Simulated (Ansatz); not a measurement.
## Generalised stacking fault on (110) of a LiCl-LiBr solid solution (56 atoms): a reference run and its variants

The cell holds 56 atoms: 28 Li, 10 Br and 18 Cl. Its edges and angles: a = 7.448 Å, b = 5.266 Å, c = 26.269 Å, α = 90.0°, β = 89.3°, γ = 90.0°. It derives from LiCl and LiBr. Rock-salt LiCl lattice (a = 5.2663 Å, the value set for the mixture), cell with z along [110], 2 x 1 x 7 periods; the third cell vector is tilted by 0.083 of 1/2[1-10] and lengthened by 0.2 Å, so the cell holds one fault; displaced by a Gaussian of 0.01 Å; 10 of 28 Cl sites given to Br at random (lattice constant by Vegard's rule between LiCl and LiBr).

Geometry: as built.

Reference run: Kohn-Sham DFT, PBE, PAW (set soft_2), plane waves (Ansatz 0.2.0), cutoff 420 eV, k-mesh 2×3×1, fermi-dirac smearing of 0.025 eV.

| Property | Result |
| --- | --- |
| r.m.s. force component | 0.09315 eV/Å |
| pressure | 0.3248 GPa |
| gap (highest filled to lowest empty level) | 5.44 eV |
| SCF cycles | 7 |
| time | 50 s on 4 threads of Arm Neoverse V2, shared host |

Variants, in no order:
A. support functions medium, spacing 0.343 Å (grid laid 0.310 Å)
B. support functions medium, spacing 0.411 Å (grid laid 0.365 Å)
C. support functions medium, spacing 0.297 Å (grid laid 0.293 Å)
D. support functions medium, spacing 0.183 Å (grid laid 0.182 Å)
E. support functions medium, spacing 0.263 Å (grid laid 0.248 Å)

**Question.** Rank the variants by how far their forces lie from the reference's, least first.

D, E, C, A, B.

| variant | Δ force, r.m.s. (meV/Å) | share of r.m.s. force (%) |
| --- | --- | --- |
| D. support functions medium, spacing 0.183 Å (grid laid 0.182 Å) | 0.086 | 0.0927 |
| E. support functions medium, spacing 0.263 Å (grid laid 0.248 Å) | 0.641 | 0.688 |
| C. support functions medium, spacing 0.297 Å (grid laid 0.293 Å) | 1.61 | 1.73 |
| A. support functions medium, spacing 0.343 Å (grid laid 0.310 Å) | 5.54 | 5.95 |
| B. support functions medium, spacing 0.411 Å (grid laid 0.365 Å) | 33.0 | 35.4 |

The cell is under 6 Å thick along one periodic direction, so every atom has periodic images of itself close by, which move with it and show among its neighbours and in g(r).

[Hosts, paths, dates, database ids (printed as entryN), source tags and the programs' standing remarks are cut or masked in the printed files.]
